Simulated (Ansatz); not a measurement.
Zincblende ZnSe, relaxed with r2SCAN in the plane-wave code Ansatz: the symmetry is F-43m (No. 216, cubic); conventional cell a = 5.665 Å, 22.72 Å³ an atom. Zn has 4 Se at 2.45 Å; Se has 4 Zn at 2.45 Å. It was then strained (epitaxial in the xy plane), atoms relaxed again within the symmetry left. Unstrained, HSE06 gives 2.422 eV (Γ, 6×6×6 mesh), and the band edges keep their places in every row. The normal direction was relaxed to zero stress. Only one sign of strain is shown, since it lowers the symmetry, and equivalent edge states can then move with another slope on the other side. Stress is positive in compression. The values are computed, spin-unpolarised, and not measurements.

Axes as in this cell:
```xyz
2
Lattice="0.0000 2.8324 2.8324 2.8324 0.0000 2.8324 2.8324 2.8324 0.0000" Properties=species:S:1:pos:R:3 pbc="T T T"
Zn    0.0000    0.0000    0.0000
Se    1.4162    1.4162    1.4162
```

```
strain (%)        ε  ΔE_g, HSE06 (eV)  Δσ_xx, r2SCAN (GPa)
      +1.0  +0.0100            -0.091                -0.80
      +1.5  +0.0150            -0.135                -1.17
      +2.0  +0.0200            -0.179                -1.53
      +4.0  +0.0400            -0.343                -2.84
```

Problem. Fit ΔE_g = a x + b x² to these rows by least squares, with x = ε.

Solution. The normal equations take Σx² = 2.325e-03, Σx³ = 7.638e-05, Σx⁴ = 2.781e-06, ΣxΔE = -2.023e-02 and Σx²ΔE = -6.599e-04, and give a = -9.29 eV, b = +17.8 eV; the largest residual is 0.000 eV.

Problem. Fit the change of σ_xx in the same way.

Solution. Δσ_xx = -82.3 x + (283) x² GPa. The slope, 82 GPa, is the biaxial modulus of the film.

Problem. Predict the withheld row at +3.0 % (x = +0.0300).

Solution. ΔE_g ≈ -9.29 × (+0.0300) + (17.8) × (+0.0300)² = -0.263 eV, and Δσ_xx ≈ -2.21 GPa. The runs give -0.262 eV and -2.21 GPa, off by +0.001 eV and 0.00 GPa.

Spin-orbit coupling is left out.
